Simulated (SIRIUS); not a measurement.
## ZrN under changes of volume

One of the cells (12.410 Å³/atom); the others are scaled copies at fixed shape and fractional positions:

```
Zr N
1.0
     0.00000    2.31523    2.31523
     2.31523    0.00000    2.31523
     2.31523    2.31523    0.00000
Zr N
1 1
Direct
  0.50000 0.50000 0.50000
  0.00000 0.00000 0.00000
```

| Quantity | Value |
| --- | --- |
| Program | SIRIUS 7.10.0 |
| Functional | PBE |
| Potentials or basis | PseudoDojo 0.4.1 PBE standard (scalar relativistic) |
| Cutoff | 1152 eV |
| Density cutoff | 4606 eV |
| k mesh | 10 × 10 × 10 |
| Occupations | fermi-dirac, width 0.05 eV |
| Spin | no spin polarisation |

```tsv
volume (Å³/atom)	energy over the lowest point (meV/atom)	pressure (GPa)
11.437	?	?
11.680	11.23	10.3
11.924	0.00	4.6
12.410	1.65	-5.3
12.654	12.93	-9.5
12.897	30.26	-13.2
```

Q: What does the run at 11.437 Å³/atom give?

A: Energy over the lowest point 31.71 meV/atom; pressure 16.8 GPa.

Worked out: A Birch-Murnaghan fit of order 3 (a polynomial in V^(-2/3)) to the other rows has its minimum at 12.14 Å³/atom with B0 = V·E''(V) = 248 GPa and B' = 4.2. It gives 31.59 meV/atom at 11.437 Å³/atom, against the run's 31.71, and -dE/dV = 16.7 GPa, against 16.8.

Energies are extrapolated to zero smearing.
